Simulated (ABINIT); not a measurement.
The system is ZrS2.

```
Zr S
1.0
     3.69138    0.00000    0.00000
    -1.84569    3.19683    0.00000
     0.00000    0.00000    6.04108
Zr S
1 2
Cartesian
  0.0000 0.0000 0.0000
  0.0000 2.1312 1.4372
  1.8457 1.0656 4.6038
```

The cell is a database's computed one.

```yaml
Program: ABINIT 10.8.3 (patched build)
Task: relaxation of cell and atoms
Functional: PBEsol
Potentials_or_basis: JTH PAW PBE v2.0
Cutoff: 544 eV
k_mesh: 8 × 8 × 5
Occupations: fermi-dirac, width 0.05 eV
Spin: no spin polarisation
```

At the start: pressure -2.5 GPa; volume 23.76 Å³/atom.

Task: How do energy, volume and symmetry change on relaxing?

Result: Over 10 steps the energy falls by 7.9 meV/atom and the volume is 22.43 Å³/atom (-5.6 %); space group P-3m1 (No. 164, to 0.05 Å).

Step by step:
| step | energy change (eV) | largest force (eV/Å) | pressure (GPa) | volume (Å³) |
| --- | --- | --- | --- | --- |
| 1 | 0.0000 | 0.1613 | -2.52 | 71.29 |
| 2 | -0.0086 | 0.0618 | -1.75 | 70.74 |
| 3 | -0.0171 | 0.1593 | 0.08 | 69.47 |
| 4 | -0.0178 | 0.1470 | 0.09 | 69.42 |
| 5 | -0.0209 | 0.0268 | -0.07 | 69.08 |
| 6 | -0.0209 | 0.0251 | -0.07 | 69.05 |
| 7 | -0.0220 | 0.0261 | -0.03 | 68.19 |
| 8 | -0.0226 | 0.0318 | 0.01 | 67.81 |
| 9 | -0.0238 | 0.0019 | 0.03 | 67.32 |
| 10 | -0.0238 | 0.0011 | 0.00 | 67.28 |

Final structure:
```
CELL_PARAMETERS angstrom
3.62972 0.00000 0.00000
-1.81486 3.14343 0.00000
0.00000 0.00000 5.89672
ATOMIC_POSITIONS crystal
Zr 0.00000 0.00000 0.00000
S 0.33333 0.66667 0.24608
S 0.66667 0.33333 0.75392
```

Caveat: the PAW data sets were made with another functional, which shifts forces and pressure a little; this functional lacks dispersion, which binds the layers, so the pressure and a relaxed spacing across them are unreliable.
